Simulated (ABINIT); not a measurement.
PtSe:

```
Pt Se
1.0
     0.00000    3.03745    3.03745
     3.03745    0.00000    3.03745
     3.03745    3.03745    0.00000
Pt Se
1 1
Cartesian
  0.0000 0.0000 0.0000
  1.5187 1.5187 1.5187
```

The cell comes from a database or a generator and needn't be the stable form of this composition.

Base run:

| Quantity | Value |
| --- | --- |
| Program | ABINIT 10.8.3 (patched build) |
| Functional | PBE |
| Potentials or basis | JTH PAW PBE v2.0 |
| Cutoff | 435 eV |
| k mesh | 8 × 8 × 8 |
| Occupations | fermi-dirac, width 0.05 eV |
| Spin | no spin polarisation |

Its results: band gap on the k mesh none (metal or under the smearing width); pressure -10.9 GPa.

Problem. The run is repeated on the same cell with these changes: potentials or basis from JTH PAW PBE v2.0 to PseudoDojo NC SR PBE v0.4.1 standard; cutoff from 435 eV to 1088 eV; k mesh from 8 × 8 × 8 to 6 × 6 × 6; valence electrons from 16 to 34. What comes out?

Solution. Band gap on the k mesh none (metal or under the smearing width); pressure -11.4 GPa.

Not every run made on this cell is shown here.
